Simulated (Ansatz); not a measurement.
# Se: the cost of one run

Method: DFT PBEsol, scalar-relativistic, plane waves, PAW, in Ansatz 0.2.0.

## 1. Starting point

The structure is trigonal, space group P3_121 (No. 152). The conventional cell has a = 4.366 Å, b = 4.366 Å, c = 4.954 Å, α = 90.00°, β = 90.00°, γ = 120.00°. Around Se (site symmetry 2) lie 2 Se at 2.37 Å.

As a file:

```
Se
1.0
     4.36620    0.00000    0.00000
    -2.18310    3.78124    0.00000
     0.00000    0.00000    4.95360
Se
3
Direct
  0.22540 0.00000 0.33333
  0.00000 0.22540 0.66667
  0.77460 0.77460 0.00000
```

Source of the structure: the Crystallography Open Database.

(A quick probe on a coarse mesh, which set the mesh and smearing, is not shown.)

## 3. The relaxation

File input.yaml:

```yaml
crystal:
  lattice:
    - [4.3661999489, 0.0, 0.0]
    - [-2.1830999745, 3.7812400738, 0.0]
    - [0.0, 0.0, 4.9536]
  atoms:
    - { symbol: Se, position: [0.2254, 0.0, 0.3333333333] }
    - { symbol: Se, position: [0.0, 0.2254, 0.6666666667] }
    - { symbol: Se, position: [0.7746, 0.7746, 0.0] }
basis:
  ecutwfc: 420
kpoints:
  mp_grid: { grid: [6, 6, 6] }
hamiltonian:
  xc: pbesol
scf:
  occupations: { method: gaussian, width: 0.02 }
output:
  forces: true
  stress: true
  eigenvalues: true
relax:
  adjacent_minimum: "off"
  f_tol: 0.005
  max_steps: 80
  cell: { stress_tol: 0.05 }
```

Launch:

```console
> ansatz run input.yaml --threads 4 --pin off --max-ram 9216MiB --backend cpu --events-out ev --progress --plain --runs-dir out
```

Q: Estimate wall time and peak memory on 4 threads of Intel Xeon Platinum 8488C (Sapphire Rapids), shared host.

About 14 s, with a peak of 0.43 GiB.
